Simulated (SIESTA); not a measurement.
# SnO2 under changes of volume

One of the cells (12.586 Å³/atom); the others are scaled copies at fixed shape and fractional positions:

```
Sn O
1.0
     4.78800    0.00000    0.00000
     0.00000    4.86658    0.00000
     0.00000    0.00000    3.24090
Sn O
2 4
Direct
  0.00000 0.00000 0.00000
  0.50000 0.50000 0.50000
  0.70815 0.67896 0.00000
  0.20814 0.82104 0.50000
  0.79185 0.17896 0.50000
  0.29185 0.32104 0.00000
```

The cell is a database's computed one.

```yaml
Program: SIESTA 5.4.2
Functional: LDA
Potentials_or_basis: PseudoDojo 0.4 standard (LDA files)
Basis: DZP (energy shift 0.003 Ry; two zetas on semicore shells)
Grid_cutoff: 800 Ry
Energy_shift: 0.003 Ry
k_mesh: 4 × 4 × 6
Occupations: fermi-dirac, width 0.05 eV
Spin: no spin polarisation
```

```csv
volume (Å³/atom),energy over the lowest point (meV/atom),pressure (GPa),gap on the mesh (eV),largest force (eV/Å)
11.831,6.17,6.3,1.10,0.101
12.083,0.00,1.6,0.88,0.011
12.334,0.77,-2.5,0.69,0.073
12.586,7.66,-6.2,0.54,0.146
12.838,19.94,-9.4,0.45,0.214
13.090,36.93,-12.1,0.35,0.274
13.341,?,?,?,?
```

Question: What does the run at 13.341 Å³/atom give?

Answer: Energy over the lowest point 58.07 meV/atom; pressure -14.6 GPa; gap on the mesh 0.29 eV; largest force 0.332 eV/Å.

Worked out: A Birch-Murnaghan fit of order 3 (a polynomial in V^(-2/3)) to the other rows has its minimum at 12.18 Å³/atom with B0 = V·E''(V) = 204 GPa and B' = 5.2 at fixed shape and positions, which overstates the stiffness. It gives 57.98 meV/atom at 13.341 Å³/atom, against the run's 58.07, and -dE/dV = -14.6 GPa, against -14.6. A parabola through the other rows of the gap, of slope -1.76 eV per unit of ln V there, extrapolates to 0.31 eV, against the run's 0.29.

Energies are extrapolated to zero smearing.

Caveats: spin-orbit coupling is left out, which moves the levels of the heavy elements; the basis of atomic orbitals isn't converged, which shifts pressures, moduli and gaps.
